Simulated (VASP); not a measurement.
# Cs (I4/mmm) in VASP: a series of runs

One crystal, Cs, is run at these levels: PBE; tasks: single point.

Program: VASP 6.6.1. These are calculated values, not measurements. Logs are shortened: lines on timing, memory, paths and dates and some standing lists are left out, and cuts for length are marked.

### 1 Starting point

Symmetry: I4/mmm, No. 139, tetragonal system. The conventional cell has a = 5.500 Å, b = 5.500 Å, c = 8.194 Å, α = 90.00°, β = 90.00°, γ = 90.00°.

This isn't the form of Cs at room conditions, which is bcc.

### 2 Single point, PBE

Input file INCAR:

```
PREC = Normal
ENCUT = 550
EDIFF = 1E-6
ISMEAR = 1
SIGMA = 0.15
LREAL = False
LASPH = True
NELM = 100
ALGO = Normal
ISIF = 2
LWAVE = False
LCHARG = False
GGA = PE
NBANDS = 10
ADDGRID = False
```

Input file KPOINTS:

```
regular mesh
0
Gamma
  10 10 10
```

Input file POSCAR:

```
Cs
1.0
   -2.7500754600      2.7500754600      4.0972389800
    2.7500754600     -2.7500754600      4.0972389800
    2.7500754600      2.7500754600     -4.0972389800
Cs
1
Direct
    0.0000000000      0.0000000000      0.0000000000
```

Potentials or basis: VASP PAW PBE potentials, release 64 (Cs_sv).

On the command line:

```console
> cat potpaw_PBE.64/Cs_sv/POTCAR > POTCAR
> mpirun -np 1 vasp_std > vasp.out
```

OUTCAR:

```text
PREC = Normal
   ENCUT = 550
   EDIFF = 1E-6
   ISMEAR = 1
   LREAL = False
   LASPH = True
   NELM = 100
   ISIF = 2
   GGA = PE

 Found    102 irreducible k-points:

 Following reciprocal coordinates:
            Coordinates               Weight
  0.000000  0.000000  0.000000      1.000000
  0.100000  0.000000  0.000000      8.000000
  0.200000  0.000000  0.000000      8.000000
  0.300000 -0.000000  0.000000      8.000000
  0.400000  0.000000  0.000000      8.000000
  0.500000 -0.000000  0.000000      4.000000
   k-points           NKPTS =    102   k-points in BZ     NKDIM =    102   number of bands    NBANDS=     10
   number of dos      NEDOS =    301   number of ions     NIONS =      1
   total plane-waves  NPLWV =  32768
   dimension x,y,z NGX =    32 NGY =   32 NGZ =   32
   dimension x,y,z NGXF=    64 NGYF=   64 NGZF=   64
   ions per type =               1
   NGX,Y,Z   is equivalent  to a cutoff of   9.42,  9.42,  9.42 a.u.
   NGXF,Y,Z  is equivalent  to a cutoff of  18.83, 18.83, 18.83 a.u.
 SYSTEM =  unknown system
   PREC   = normal    normal or accurate (medium, high low for compatibility)
   ISTART =      0    job   : 0-new  1-cont  2-samecut
   ICHARG =      2    charge: 1-file 2-atom 10-const
   ISPIN  =      1    spin polarized calculation?
   LNONCOLLINEAR =      F non collinear calculations
   LSORBIT =      F    spin-orbit coupling
   LASPH  =      T    aspherical Exc in radial PAW
   ENCUT  =  550.0 eV  40.42 Ry    6.36 a.u.  10.80 10.80 10.80*2*pi/ulx,y,z
   NELM   =    100;   NELMIN=  2; NELMDL= -5     # of ELM steps
   EDIFF  = 0.1E-05   stopping-criterion for ELM
   LREAL  =      F    real-space projection
   EDIFFG = 0.1E-04   stopping-criterion for IOM
   NSW    =      0    number of steps for IOM
   IBRION =     -1    ionic relax: 0-MD 1-quasi-New 2-CG
   NFREE  =      0    steps in history (QN), initial steepest desc. (CG)
   ISIF   =      2    stress and relaxation
   ISYM   =      2    0-nonsym 1-usesym 2-fastsym
   POTIM  = 0.5000    time-step for ionic-motion
   TEBEG  =    0.0;   TEEND  =   0.0 temperature during run
   PSTRESS=    0.0 pullay stress
   NELECT =       9.0000    total number of electrons
   NUPDOWN=      -1.0000    fix difference up-down
   EMIN   =  10.00;   EMAX   =-10.00  energy-range for DOS
   EFERMI =   0.00;   METHOD = LEGACY
   ISMEAR =     1;   SIGMA  =   0.15  broadening in eV -4-tet -1-fermi 0-gaus
   EFERMI_NEDOS =   21; number of points for ismear=-14 and -15
   IALGO  =     38    algorithm
   IMIX   =      4    mixing-type and parameters
     AMIX     =   0.40;   BMIX     =  1.00
     AMIX_MAG =   1.60;   BMIX_MAG =  1.00
  volume/ion in A,a.u.               =     123.95       836.44
  Fermi-wavevector in a.u.,A,eV,Ry     =   0.682981  1.290648  6.346621  0.466463
  Thomas-Fermi vector in A             =   1.762213
   LORBIT       =      0    0 simple, 1 ext, 2 COOP (PROOUT), +10 PAW based schemes
   GGA     = PE    functional components
   LHFCALC =     F    Hartree Fock is set to
   AEXX    =    0.0000 exact exchange contribution
   IVDW    =     0    specifies the selected vdW correction
   LEPSILON=     F    determine dielectric tensor
   LRPA    =     F    only Hartree local field effects (RPA)
 non-spin polarized calculation
 Methfessel and Paxton  Order N= 1 SIGMA  =   0.15
  energy-cutoff  :      550.00
  volume of cell :      123.95
 maximum number of plane-waves:      3652
   NGX = 21   NGY = 21   NGZ = 21

 number of electron       9.0000008 magnetization

 Free energy of the ion-electron system (eV)
  ---------------------------------------------------
  ext. energy  EPLUGINS =         0.00000000
  ---------------------------------------------------
  free energy    TOTEN  =        -0.84806039 eV

  energy without entropy =       -0.84664445  energy(sigma->0) =       -0.84758841

 E-fermi :   0.2579     XC(G=0):  -5.2221

 val. band max:        0.2189445834   @ k =  -0.2000   0.4000   0.1000
 cond. band min:       0.2661771810   @ k =   0.5000  -0.0000   0.0000
 fundamental gap:      0.0472325977
 Fermi energy:         0.2578978337

 k-point     1 :       0.0000    0.0000    0.0000
  band No.  band energies     occupation
      1     -23.6243      2.00000
      2     -10.3790      2.00000
      3     -10.3777      2.00000
      4     -10.3777      2.00000
      5      -1.3295      2.00000
      6       2.5768     -0.00000
      7       2.7391     -0.00000
      8       2.7391     -0.00000
      9       3.5212      0.00000
     10       3.8416      0.00000

 k-point     2 :       0.1000    0.0000    0.0000
  band No.  band energies     occupation
      1     -23.6239      2.00000
      2     -10.3884      2.00000
      3     -10.3804      2.00000
      4     -10.3787      2.00000
      5      -1.2324      2.00000
      6       2.4768     -0.00000
      7       2.6861     -0.00000
      8       2.7872     -0.00000
      9       3.4566      0.00000
     10       3.7416      0.00000

 k-point     3 :       0.2000    0.0000    0.0000
  band No.  band energies     occupation
      1     -23.6228      2.00000
      2     -10.4150      2.00000
      3     -10.3850      2.00000
      4     -10.3814      2.00000
      5      -0.9533      2.00000
      6       2.0944     -0.00000
      7       2.6973     -0.00000
      8       2.8652     -0.00000
      9       3.4468      0.00000
     10       3.6233      0.00000

 k-point     4 :       0.3000   -0.0000    0.0000
  band No.  band energies     occupation
      1     -23.6215      2.00000
      2     -10.4474      2.00000
      3     -10.3906      2.00000
      4     -10.3846      2.00000
      5      -0.5306      2.00000
      6       1.6630     -0.00000
      7       2.5992     -0.00000
      8       2.8152     -0.00000
      9       3.7205      0.00000
     10       3.7792      0.00000

 k-point     5 :       0.4000    0.0000    0.0000
  band No.  band energies     occupation
      1     -23.6205      2.00000
      2     -10.4732      2.00000
      3     -10.3951      2.00000
      4     -10.3873      2.00000
      5      -0.0426      2.01583
      6       1.2423     -0.00000
      7       2.4826     -0.00000
      8       2.7058     -0.00000
      9       4.1409      0.00000
     10       4.1628      0.00000

 k-point     6 :       0.5000   -0.0000    0.0000
  band No.  band energies     occupation
      1     -23.6201      2.00000
      2     -10.4830      2.00000
      3     -10.3968      2.00000
      4     -10.3883      2.00000
      5       0.2662      0.90674
      6       0.9749     -0.00000
      7       2.4359     -0.00000
      8       2.6596     -0.00000
      9       4.3648      0.00000
     10       4.4182      0.00000

 [... further k-points ...]

------------------------ aborting loop because EDIFF is reached ----------------------------------------

  FORCE on cell =-STRESS in cart. coord.  units (eV):
  Direction    XX          YY          ZZ          XY          YZ          ZX
  --------------------------------------------------------------------------------------
  -------------------------------------------------------------------------------------
  Total       -0.0692814     -0.0692814     -0.0896641      0.0000000     -0.0000000      0.0000000
  in kB       -0.8955440     -0.8955440     -1.1590143      0.0000000     -0.0000000      0.0000000
  external PRESSURE =      -0.9833674 kB  Pullay stress =       0.0000000 kB

 VOLUME and BASIS-vectors are now :
 -----------------------------------------------------------------------------
  energy-cutoff  :      550.00
  volume of cell :      123.95
      direct lattice vectors                 reciprocal lattice vectors
    -2.750075460  2.750075460  4.097238980     0.000000000  0.181813193  0.122033399
     2.750075460 -2.750075460  4.097238980     0.181813193  0.000000000  0.122033399
     2.750075460  2.750075460 -4.097238980     0.181813193  0.181813193  0.000000000

 POSITION                                       TOTAL-FORCE (eV/Angst)
 -----------------------------------------------------------------------------------
      0.00000      0.00000      0.00000        -0.000000      0.000000      0.000000
 -----------------------------------------------------------------------------------
    total drift:                                0.000000      0.000000     -0.000000

  FREE ENERGIE OF THE ION-ELECTRON SYSTEM (eV)
  ---------------------------------------------------
  free  energy   TOTEN  =        -0.8480603895 eV

  energy  without entropy=       -0.8466444472  energy(sigma->0) =       -0.84758841
```

Wall time 21 s (1 thread of Intel Xeon Platinum 8488C (Sapphire Rapids), shared host); peak memory 0.26 GiB.

The run converged, but some of its settings lie outside the range that counts as converged, so its numbers aren't taken as properties of the crystal.

Results:

```yaml
Free_energy: -0.8481 eV
Pressure: -0.1 GPa
Band_gap_on_the_k_mesh: none (metal or under the smearing width)
```

### 3 Single point, PBE

This run uses another cell than the first one, of the same volume but with other edges.

INCAR is that of step 2.

KPOINTS is that of step 2.

Input file POSCAR:

```
Cs
1.0
   -2.6528630000      2.7200140000      3.9488130000
    2.8833600000     -2.6988260000      4.0893020000
    2.7318000000      2.7777640000     -3.9345920000
Cs
1
Direct
    0.0073440000      0.0133040000      0.0001460000
```

Potentials or basis: VASP PAW PBE potentials, release 64 (Cs_sv).

On the command line:

```console
> cat potpaw_PBE.64/Cs_sv/POTCAR > POTCAR
> mpirun -np 1 vasp_std > vasp.out
```

Run time: 2.1 min. Hardware: 1 thread of Intel Xeon Platinum 8488C (Sapphire Rapids), shared host; peak memory 0.68 GiB.

The run converged, but some of its settings lie outside the range that counts as converged, so its numbers aren't taken as properties of the crystal.

What came out:

```yaml
Free_energy: -0.8467 eV
Pressure: -0.1 GPa
Band_gap_on_the_k_mesh: none (metal or under the smearing width)
```

### 4 Single point, PBE

Edit INCAR of step 3 so:

```diff
@@ -1,2 +1,2 @@
-PREC = Normal
+PREC = Accurate
 ENCUT = 550
@@ -5,3 +5,3 @@
 SIGMA = 0.15
-LREAL = False
+LREAL = Auto
 LASPH = True
```

KPOINTS is that of step 3.

Input file POSCAR:

```
Cs
1.0
   -2.7500754600      2.7500754600      4.0972389800
    2.7500754600     -2.7500754600      4.0972389800
    2.7500754600      2.7500754600     -4.0972389800
Cs
1
Direct
    0.0000000000      0.0000000000      0.0000000000
```

On the command line:

```console
> cat potpaw_PBE.64/Cs_sv/POTCAR > POTCAR
> mpirun -np 1 vasp_std > vasp.out
```

It took 99 s on 1 thread of Intel Xeon Platinum 8488C (Sapphire Rapids), shared host; peak memory 0.34 GiB.

The run converged, but some of its settings lie outside the range that counts as converged, so its numbers aren't taken as properties of the crystal.

Results:

```yaml
Free_energy: -0.8481 eV
Pressure: -0.1 GPa
Band_gap_on_the_k_mesh: none (metal or under the smearing width)
```

### 5 The reference run

An earlier run on the cell as given: functional PBE; potentials or basis VASP PAW PBE potentials, release 64 (Cs_sv); cutoff 520 eV; k mesh 7 × 7 × 7; occupations fermi-dirac, width 0.05 eV; no spin polarisation.

* Pressure: -0.1 GPa
* Band gap on the k mesh: none (metal or under the smearing width)
